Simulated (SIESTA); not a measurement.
# Ta2N under changes of volume

One of the cells (13.895 Å³/atom); the others are scaled copies at fixed shape and fractional positions:

```
Ta N
1.0
     3.13348    0.00000    0.00000
    -1.56674    2.71367    0.00000
     0.00000    0.00000    4.90209
Ta N
2 1
Cartesian
  0.0000 1.8091 1.2486
  1.5667 0.9046 3.6535
  0.0000 0.0000 0.0000
```

The cell comes from a database or a generator and needn't be the stable form of this composition.

* Program: SIESTA 5.4.2
* Functional: LDA
* Potentials or basis: PseudoDojo 0.4 standard (LDA files)
* Basis: DZP (energy shift 0.003 Ry; two zetas on semicore shells)
* Grid cutoff: 800 Ry
* Energy shift: 0.003 Ry
* k mesh: 10 × 10 × 6
* Occupations: fermi-dirac, width 0.05 eV
* Spin: no spin polarisation

| volume (Å³/atom) | energy over the lowest point (meV/atom) | pressure (GPa) | largest force (eV/Å) |
| --- | --- | --- | --- |
| 13.077 | 0.00 | -1.1 | 0.331 |
| 13.350 | 7.23 | -7.2 | 0.184 |
| 13.622 | ? | ? | ? |
| 13.895 | 50.37 | -17.7 | 0.068 |
| 14.167 | 84.27 | -22.0 | 0.178 |
| 14.439 | 125.26 | -26.0 | 0.278 |

Problem. What does the run at 13.622 Å³/atom give?

Solution. Energy over the lowest point 24.35 meV/atom; pressure -12.8 GPa; largest force 0.054 eV/Å.

Worked out: A Birch-Murnaghan fit of order 3 (a polynomial in V^(-2/3)) to the other rows has its minimum at 13.03 Å³/atom, just outside them, with B0 = V·E''(V) = 317 GPa and B' = 4.3 at fixed shape and positions, which overstates the stiffness. It gives 24.32 meV/atom at 13.622 Å³/atom, against the run's 24.35, and -dE/dV = -12.8 GPa, against -12.8.

Energies are extrapolated to zero smearing.

Caveats: short orbitals over semicore shells can move pressures by several GPa; the basis of atomic orbitals isn't converged, which shifts pressures, moduli and gaps.
